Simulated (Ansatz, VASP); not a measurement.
**Ca: VASP beside Ansatz**

```
CELL_PARAMETERS angstrom
-2.16019 2.16019 2.15128
2.16019 -2.16019 2.15128
2.16019 2.16019 -2.15128
ATOMIC_POSITIONS crystal
Ca 0.50000 0.50000 0.00000
```

Change from the starting cell: volume scaled by 0.94.

Alike in both runs: task single point; functional PBE; k mesh 9 × 9 × 9; occupations fermi-dirac, width 0.05 eV; no spin polarisation.

```csv
,VASP,Ansatz
version,VASP 6.6.1,Ansatz 0.2.0
potentials or method,"VASP PAW PBE potentials, release 64 (Ca_sv)",Ansatz PAW
plane-wave cutoff (eV),520,420
valence electrons in the cell,10,10
```

```csv
,VASP,Ansatz,Ansatz less VASP
gap on the k mesh at the Fermi level (eV),none,none,-
pressure (GPa),0.9,0.9,-0.01
```

A gap of «none» marks a metal or a gap that the smearing closes.
